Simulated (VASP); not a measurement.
# AlN (P6_3mc) in VASP: a series of runs

One crystal, AlN, is run at these levels: PBE; tasks: single point.

All numbers are computed with VASP 6.6.1; they aren't measurements. Logs are shortened: lines on timing, memory, paths and dates and some standing lists are left out, and cuts for length are marked.

**Measured values to compare with.**

From “Structural and optical properties of self-assembled AlN nanowires grown on SiO2/Si substrates by molecular beam epitaxy”, 2024, arxiv:2402.00216, for a bulk crystal of AlN at 0 K: band gap 6.0343 eV (an exciton energy, a little under the gap).

The runs below are set against these values where they give the same quantity.

## 1. The structure

The structure is hexagonal, space group P6_3mc (No. 186). Conventional cell: a = 3.130 Å, b = 3.130 Å, c = 5.018 Å, α = 90.00°, β = 90.00°, γ = 120.00°. Al (site symmetry 3m) has 4 N at 1.90 to 1.91 Å as nearest neighbours. N (site symmetry 3m) is surrounded by 4 Al at 1.90 to 1.91 Å.

The cell is a database's computed one.

## 2. Single point, PBE (the perfect crystal in a cell of 36 atoms)

Contents of INCAR:

```
ALGO     = Fast           # electronic algorithm
EDIFF    = 1E-6           # SCF threshold, eV
ENCUT    = 520            # plane-wave cutoff, eV
GGA      = PE             # functional
ISIF     = 2              # what is computed and relaxed
ISMEAR   = 0              # smearing method
LASPH    = T              # aspherical terms in the spheres
LCHARG   = F              # write CHGCAR
LREAL    = Auto         
LWAVE    = F              # write WAVECAR
NBANDS   = 96             # bands
NELM     = 100            # most SCF steps
PREC     = Accurate       # precision mode
SIGMA    = 0.02           # smearing width, eV
```

Contents of KPOINTS:

```
Automatic mesh
0
Gamma
  2 2 2
  0.5 0.5 0.5
```

Contents of POSCAR:

```
AlN
1.0
   -4.6953054928     -2.7108358902      5.0180193525
    4.6953054928     -2.7108358902      5.0180193525
    0.0000000000      5.4216717804      5.0180193525
Al N
18 18
Direct
    0.6108560929      0.6108560929      0.2775227596
    0.6108560929      0.2775227596      0.6108560929
    0.2775227596      0.9441894262      0.2775227596
    0.9441894262      0.2775227596      0.2775227596
    0.2775227596      0.6108560929      0.6108560929
    0.6108560929      0.9441894262      0.9441894262
    0.2775227596      0.2775227596      0.9441894262
    0.9441894262      0.9441894262      0.6108560929
    0.9441894262      0.6108560929      0.9441894262
    0.8886338707      0.5553005373      0.5553005373
    0.8886338707      0.2219672040      0.8886338707
    0.5553005373      0.8886338707      0.5553005373
    0.2219672040      0.2219672040      0.5553005373
    0.5553005373      0.5553005373      0.8886338707
    0.8886338707      0.8886338707      0.2219672040
    0.5553005373      0.2219672040      0.2219672040
    0.2219672040      0.8886338707      0.8886338707
    0.2219672040      0.5553005373      0.2219672040
    0.7380327960      0.7380327960      0.4046994627
    0.7380327960      0.4046994627      0.7380327960
    0.4046994627      0.0713661293      0.4046994627
    0.0713661293      0.4046994627      0.4046994627
    0.4046994627      0.7380327960      0.7380327960
    0.7380327960      0.0713661293      0.0713661293
    0.4046994627      0.4046994627      0.0713661293
    0.0713661293      0.0713661293      0.7380327960
    0.0713661293      0.7380327960      0.0713661293
    0.6824772404      0.3491439071      0.3491439071
    0.6824772404      0.0158105738      0.6824772404
    0.3491439071      0.6824772404      0.3491439071
    0.0158105738      0.0158105738      0.3491439071
    0.3491439071      0.3491439071      0.6824772404
    0.6824772404      0.6824772404      0.0158105738
    0.3491439071      0.0158105738      0.0158105738
    0.0158105738      0.6824772404      0.6824772404
    0.0158105738      0.3491439071      0.0158105738
```

Potentials or basis: VASP PAW PBE potentials, release 64 (Al, N).

Launch:

```
cat potpaw_PBE.64/Al/POTCAR potpaw_PBE.64/N/POTCAR > POTCAR
mpirun -np 1 vasp_std > vasp.out
```

OUTCAR:

```text
EDIFF = 1E-6
   ENCUT = 520
   GGA = PE
   ISIF = 2
   ISMEAR = 0
   LASPH = T
   LREAL = Auto
   NELM = 100
   PREC = Accurate

 ion  position               nearest neighbor table
   1  0.611  0.611  0.278-  28 1.90  30 1.90  33 1.90  19 1.91  10 3.09  12 3.09  15 3.09  16 3.09
                            18 3.09  14 3.09   3 3.13   4 3.13   2 3.13   5 3.13   6 3.13   9 3.13
   2  0.611  0.278  0.611-  29 1.90  32 1.90  28 1.90  20 1.91  14 3.09  10 3.09  11 3.09  13 3.09
                            12 3.09  16 3.09   5 3.13   4 3.13   7 3.13   1 3.13   8 3.13   6 3.13
   3  0.278  0.944  0.278-  30 1.90  31 1.90  34 1.90  21 1.91  12 3.09  13 3.09  16 3.09  15 3.09
                            17 3.09  18 3.09   1 3.13   5 3.13   6 3.13   8 3.13   4 3.13   7 3.13
   4  0.944  0.278  0.278-  28 1.90  31 1.90  36 1.90  22 1.91  10 3.09  13 3.09  18 3.09  15 3.09
                            11 3.09  16 3.09   1 3.13   2 3.13   8 3.13   9 3.13   3 3.13   7 3.13
   5  0.278  0.611  0.611-  35 1.90  32 1.90  30 1.90  23 1.91  14 3.09  12 3.09  17 3.09  13 3.09
                            10 3.09  18 3.09   2 3.13   3 3.13   7 3.13   1 3.13   8 3.13   9 3.13
   6  0.611  0.944  0.944-  33 1.90  29 1.90  34 1.90  24 1.91  17 3.09  14 3.09  12 3.09  16 3.09
                            15 3.09  11 3.09   9 3.13   8 3.13   7 3.13   1 3.13   2 3.13   3 3.13
   7  0.278  0.278  0.944-  32 1.90  34 1.90  36 1.90  25 1.91  14 3.09  16 3.09  18 3.09  17 3.09
                            11 3.09  13 3.09   2 3.13   5 3.13   6 3.13   9 3.13   4 3.13   3 3.13
   8  0.944  0.944  0.611-  29 1.90  35 1.90  31 1.90  26 1.91  15 3.09  12 3.09  10 3.09  13 3.09
                            11 3.09  17 3.09   6 3.13   9 3.13   2 3.13   5 3.13   4 3.13   3 3.13
   9  0.944  0.611  0.944-  33 1.90  35 1.90  36 1.90  27 1.91  11 3.09  14 3.09  10 3.09  18 3.09
[... 23 lines left out ...]
  23  0.405  0.738  0.738-  14 1.90  12 1.90  17 1.90   5 1.91
  24  0.738  0.071  0.071-  15 1.90  11 1.90  16 1.90   6 1.91
[... 10 lines left out ...]
  35  0.016  0.682  0.682-   5 1.90   8 1.90   9 1.90  10 1.91
  36  0.016  0.349  0.016-   7 1.90   4 1.90   9 1.90  11 1.91

  LATTYP: Found a trigonal (rhomboedric) cell.
 ALAT       =     7.3874923429
 COS(alpha) =     0.1920888226

  Lattice vectors:

 A1 = (  -4.6953054928,  -2.7108358902,   5.0180193525)
 A2 = (   4.6953054928,  -2.7108358902,   5.0180193525)
 A3 = (   0.0000000000,   5.4216717804,   5.0180193525)

Analysis of symmetry for initial positions (statically):
=====================================================================
 Subroutine PRICEL returns following result:

  LATTYP: Found a hexagonal cell.
 ALAT       =     3.1302036620
 C/A-ratio  =     1.6030967609

  Lattice vectors:

 A1 = (   1.5651018308,   2.7108358905,   0.0000000005)
 A2 = (  -3.1302036616,  -0.0000000000,   0.0000000000)
 A3 = (  -0.0000000000,  -0.0000000005,   5.0180193515)

   9 primitive cells build up your supercell.

 Routine SETGRP: Setting up the symmetry group for a
 trigonal (rhombohedral) supercell.

 Subroutine GETGRP returns: Found  6 space group operations
 (whereof  6 operations were pure point group operations)
 out of a pool of 12 trial point group operations.

The static configuration has the point symmetry C_3v.

Analysis of symmetry for dynamics (positions and initial velocities):
=====================================================================
 Subroutine PRICEL returns following result:

  LATTYP: Found a hexagonal cell.
 ALAT       =     3.1302036620
 C/A-ratio  =     1.6030967609

  Lattice vectors:

 A1 = (   1.5651018308,   2.7108358905,   0.0000000005)
 A2 = (  -3.1302036616,  -0.0000000000,   0.0000000000)
 A3 = (  -0.0000000000,  -0.0000000005,   5.0180193515)

   9 primitive cells build up your supercell.

 Routine SETGRP: Setting up the symmetry group for a
 trigonal (rhombohedral) supercell.

 Subroutine GETGRP returns: Found  6 space group operations
 (whereof  6 operations were pure point group operations)
 out of a pool of 12 trial point group operations.

The dynamic configuration has the point symmetry C_3v.

 Subroutine INISYM returns: Found  6 space group operations
 (whereof  6 operations are pure point group operations),
 and found     9 'primitive' translations

[... 30 lines left out ...]

Automatic generation of k-mesh.
 Grid dimensions read from file:
 generate k-points for:    2    2    2

 Generating k-lattice:

  Cartesian coordinates                     Fractional coordinates (reciprocal lattice)
    -0.053244672 -0.030740826  0.033213636     0.500000000 -0.000000000  0.000000000
     0.053244672 -0.030740826  0.033213636    -0.000000000  0.500000000  0.000000000
     0.000000000  0.061481651  0.033213636     0.000000000  0.000000000  0.500000000

  Length of vectors
     0.069879461  0.069879461  0.069879461

  Shift w.r.t. Gamma in fractional coordinates (k-lattice)
     0.500000000  0.500000000  0.500000000

 Subroutine IBZKPT returns following result:
 ===========================================

 Found      2 irreducible k-points:

 Following reciprocal coordinates:
            Coordinates               Weight
  0.250000  0.250000  0.250000      2.000000
 -0.250000  0.250000  0.250000      6.000000
   k-points           NKPTS =      2   k-points in BZ     NKDIM =      2   number of bands    NBANDS=     96
   number of dos      NEDOS =    301   number of ions     NIONS =     36
   total plane-waves  NPLWV = 175616
   dimension x,y,z NGX =    56 NGY =   56 NGZ =   56
   dimension x,y,z NGXF=   112 NGYF=  112 NGZF=  112
   ions per type =              18  18
   NGX,Y,Z   is equivalent  to a cutoff of  12.60, 12.60, 12.60 a.u.
   NGXF,Y,Z  is equivalent  to a cutoff of  25.20, 25.20, 25.20 a.u.
 SYSTEM =  unknown system
   PREC   = accura    normal or accurate (medium, high low for compatibility)
   ISTART =      0    job   : 0-new  1-cont  2-samecut
   ICHARG =      2    charge: 1-file 2-atom 10-const
   ISPIN  =      1    spin polarized calculation?
   LNONCOLLINEAR =      F non collinear calculations
   LSORBIT =      F    spin-orbit coupling
   LASPH  =      T    aspherical Exc in radial PAW
   ENCUT  =  520.0 eV  38.22 Ry    6.18 a.u.  13.74 13.74 13.74*2*pi/ulx,y,z
   NELM   =    100;   NELMIN=  2; NELMDL= -5     # of ELM steps
   EDIFF  = 0.1E-05   stopping-criterion for ELM
   LREAL  =      T    real-space projection
   EDIFFG = 0.1E-04   stopping-criterion for IOM
   NSW    =      0    number of steps for IOM
   IBRION =     -1    ionic relax: 0-MD 1-quasi-New 2-CG
   NFREE  =      0    steps in history (QN), initial steepest desc. (CG)
   ISIF   =      2    stress and relaxation
   ISYM   =      2    0-nonsym 1-usesym 2-fastsym
   POTIM  = 0.5000    time-step for ionic-motion
   TEBEG  =    0.0;   TEEND  =   0.0 temperature during run
   PSTRESS=    0.0 pullay stress
   NELECT =     144.0000    total number of electrons
   NUPDOWN=      -1.0000    fix difference up-down
   EMIN   =  10.00;   EMAX   =-10.00  energy-range for DOS
   EFERMI =   0.00;   METHOD = LEGACY
   ISMEAR =     0;   SIGMA  =   0.02  broadening in eV -4-tet -1-fermi 0-gaus
   EFERMI_NEDOS =   21; number of points for ismear=-14 and -15
   IALGO  =     68    algorithm
   IMIX   =      4    mixing-type and parameters
     AMIX     =   0.40;   BMIX     =  1.00
     AMIX_MAG =   1.60;   BMIX_MAG =  1.00
  volume/ion in A,a.u.               =      10.65        71.84
  Fermi-wavevector in a.u.,A,eV,Ry     =   1.181351  2.232429 18.988142  1.395589
  Thomas-Fermi vector in A             =   2.317626
   LORBIT       =      0    0 simple, 1 ext, 2 COOP (PROOUT), +10 PAW based schemes
   GGA     = PE    functional components
   LHFCALC =     F    Hartree Fock is set to
   AEXX    =    0.0000 exact exchange contribution
   IVDW    =     0    specifies the selected vdW correction
   LEPSILON=     F    determine dielectric tensor
   LRPA    =     F    only Hartree local field effects (RPA)
 non-spin polarized calculation
 RMM-DIIS sequential band-by-band and
 Gauss-broadening in eV      SIGMA  =   0.02
  energy-cutoff  :      520.00
  volume of cell :      383.22
 maximum number of plane-waves:     10309
 NGX is ok and might be reduce to    54

 number of electron     144.0000002 magnetization

 Free energy of the ion-electron system (eV)
  ---------------------------------------------------
  ext. energy  EPLUGINS =         0.00000000
  ---------------------------------------------------
  free energy    TOTEN  =      -268.02011836 eV

  energy without entropy =     -268.02011836  energy(sigma->0) =     -268.02011836

 E-fermi :   5.8837     XC(G=0): -10.8269

 val. band max:        5.7512666149   @ k =  -0.2500   0.2500   0.2500
 cond. band min:      10.9756373844   @ k =  -0.2500   0.2500   0.2500
 fundamental gap:      5.2243707695
 Fermi energy:         5.8837169454

 k-point     1 :       0.2500    0.2500    0.2500
  band No.  band energies     occupation
      1      -8.8717      2.00000
      2      -7.8706      2.00000
      3      -7.8706      2.00000
      4      -7.8706      2.00000
      5      -7.4369      2.00000
      6      -7.4301      2.00000
[... 76 lines left out ...]
     83      12.1033      0.00000
     84      12.1033      0.00000

 k-point     2 :      -0.2500    0.2500    0.2500
  band No.  band energies     occupation
      1      -8.7388      2.00000
      2      -8.1782      2.00000
      3      -7.9590      2.00000
      4      -7.9590      2.00000
      5      -7.6978      2.00000
      6      -7.2448      2.00000
[... 76 lines left out ...]
     83      12.4371      0.00000
     84      12.4371      0.00000
 [bands above 84 left out]

------------------------ aborting loop because EDIFF is reached ----------------------------------------

  FORCE on cell =-STRESS in cart. coord.  units (eV):
  Direction    XX          YY          ZZ          XY          YZ          ZX
  --------------------------------------------------------------------------------------
  -------------------------------------------------------------------------------------
  Total       -0.6466637     -0.6466637     -0.4723095     -0.0000000     -0.0000000      0.0000000
  in kB       -2.7035750     -2.7035750     -1.9746338     -0.0000000     -0.0000000      0.0000000
  external PRESSURE =      -2.4605946 kB  Pullay stress =       0.0000000 kB

 VOLUME and BASIS-vectors are now :
 -----------------------------------------------------------------------------
  energy-cutoff  :      520.00
  volume of cell :      383.22
      direct lattice vectors                 reciprocal lattice vectors
    -4.695305493 -2.710835890  5.018019352    -0.106489344 -0.061481651  0.066427271
     4.695305493 -2.710835890  5.018019352     0.106489344 -0.061481651  0.066427271
     0.000000000  5.421671780  5.018019352     0.000000000  0.122963302  0.066427271

 POSITION                                       TOTAL-FORCE (eV/Angst)
 -----------------------------------------------------------------------------------
      0.00000     -1.80722      7.52319         0.000000      0.000000     -0.002016
     -1.56510      0.90361      7.52319         0.000000      0.000000     -0.002016
      3.13020     -1.80722      7.52319         0.000000      0.000000     -0.002016
     -3.13020     -1.80722      7.52319         0.000000      0.000000     -0.002016
      1.56510      0.90361      7.52319         0.000000      0.000000     -0.002016
      1.56510      0.90361     12.54121         0.000000     -0.000000     -0.002016
[... 28 lines left out ...]
      3.13020      1.80722      6.92871         0.000000      0.000000      0.002369
      1.56510     -0.90361      1.91069         0.000000     -0.000000      0.002369
 -----------------------------------------------------------------------------------
    total drift:                               -0.000000      0.000000     -0.017545

  FREE ENERGIE OF THE ION-ELECTRON SYSTEM (eV)
  ---------------------------------------------------
  free  energy   TOTEN  =      -268.0201183613 eV

  energy  without entropy=     -268.0201183613  energy(sigma->0) =     -268.02011836
```

Wall time 1.7 min (1 thread of Intel Xeon Platinum 8488C (Sapphire Rapids), shared host); peak memory 0.42 GiB.

What came out:

* Free energy: -268.0201 eV
* Pressure: -0.2 GPa
* Band gap on the k mesh: 5.22 eV

Forces on the atoms (eV/Å):
```
Al   0.000  0.000 -0.002
Al   0.000  0.000 -0.002
Al   0.000  0.000 -0.002
Al   0.000  0.000 -0.002
Al   0.000  0.000 -0.002
Al   0.000  0.000 -0.002
Al   0.000  0.000 -0.002
Al   0.000  0.000 -0.002
Al   0.000  0.000 -0.002
Al   0.000  0.000 -0.002
Al   0.000  0.000 -0.002
Al   0.000  0.000 -0.002
Al   0.000  0.000 -0.002
Al   0.000  0.000 -0.002
Al   0.000  0.000 -0.002
Al   0.000  0.000 -0.002
Al   0.000  0.000 -0.002
Al   0.000  0.000 -0.002
N    0.000  0.000  0.001
N    0.000  0.000  0.001
N    0.000  0.000  0.001
N    0.000  0.000  0.001
N    0.000  0.000  0.001
N    0.000  0.000  0.001
N    0.000  0.000  0.001
N    0.000  0.000  0.001
N    0.000  0.000  0.001
N    0.000  0.000  0.002
N    0.000  0.000  0.002
N    0.000  0.000  0.002
N    0.000  0.000  0.002
N    0.000  0.000  0.002
N    0.000  0.000  0.002
N    0.000  0.000  0.002
N    0.000  0.000  0.002
N    0.000  0.000  0.002
```

Levels at points of the mesh, in eV from the valence-band top:
```csv
k point,band 70,band 71,band 72,band 73,band 74,band 75
"(0.25, 0.25, 0.25)",-0.36,-0.09,-0.09,5.22,5.82,5.82
```

A k mesh can miss the band edges.

## 3. Single point, PBE

This run uses another cell than the first one: it holds 4 atoms, not 36.

Contents of INCAR:

```
SYSTEM = AlN
PREC     = Accurate       ! precision mode
ENCUT    = 520            ! plane-wave cutoff, eV
EDIFF    = 1E-7           ! SCF threshold, eV
ISMEAR   = 0              ! smearing method
SIGMA    = 0.02           ! smearing width, eV
LREAL    = .False.        ! projectors in reciprocal space
LASPH    = .True.         ! aspherical terms in the spheres
NELM     = 100            ! most SCF steps
ALGO     = Normal         ! electronic algorithm
ISIF     = 2              ! what is computed and relaxed
LWAVE    = .False.        ! write WAVECAR
LCHARG   = .True.         ! write CHGCAR
GGA      = PE             ! functional
LELF     = .True.         ! ELF
LVHAR    = .True.       
NBANDS   = 16             ! bands
```

Contents of KPOINTS:

```
Automatic mesh
0
Gamma
  9 9 4
  0 0 0
```

Contents of POSCAR:

```
AlN
1.0
    3.1302036619      0.0000000000      0.0000000000
   -1.5651018309      2.7108358902      0.0000000000
    0.0000000000      0.0000000000      5.0180193525
Al N
2 2
Direct
    0.6666666667      0.3333333333      0.4992349453
    0.3333333333      0.6666666667      0.9992349453
    0.6666666667      0.3333333333      0.8807650547
    0.3333333333      0.6666666667      0.3807650547
```

Potentials or basis: VASP PAW PBE potentials, release 64 (Al, N).

Launch:

```
cat potpaw_PBE.64/Al/POTCAR potpaw_PBE.64/N/POTCAR > POTCAR
mpirun -np 1 vasp_std > vasp.out
```

Run time: 12 s. Hardware: 1 thread of Intel Xeon Platinum 8488C (Sapphire Rapids), shared host; peak memory 0.16 GiB.

It converged, with:

| Item | Value |
| --- | --- |
| Free energy | -29.7805 eV |
| Pressure | -0.3 GPa |
| Band gap on the k mesh | 4.04 eV, direct |

Levels at points of the mesh, in eV from the valence-band top:
```csv
k point,band 5,band 6,band 7,band 8,band 9,band 10,band 11,band 12
"(0.00, 0.00, 0.00)",-0.85,-0.20,-0.20,0.00,4.04,6.51,10.46,11.03
"(0.00, 0.00, 0.50)",-0.53,-0.53,-0.53,-0.53,6.31,6.31,10.16,10.16
```

## 4. Comparison with measurements

Step 3. A measured gap of AlN is 6.0343 eV (an exciton energy, a little under the gap; 0 K; quoted in “Structural and optical properties of self-assembled AlN nanowires grown on SiO2/Si substrates by molecular beam epitaxy”, 2024, arxiv:2402.00216); the calculated 4.04 eV misses it by -1.99 eV. 2 values of this kind are on record (6.034 to 6.0343 eV); this one was drawn at random. The value is that of PBE, without temperature or zero-point motion. Semilocal functionals fall short of measured gaps as a rule. The cell is a database's relaxed one, not the measured one, which moves gaps too.
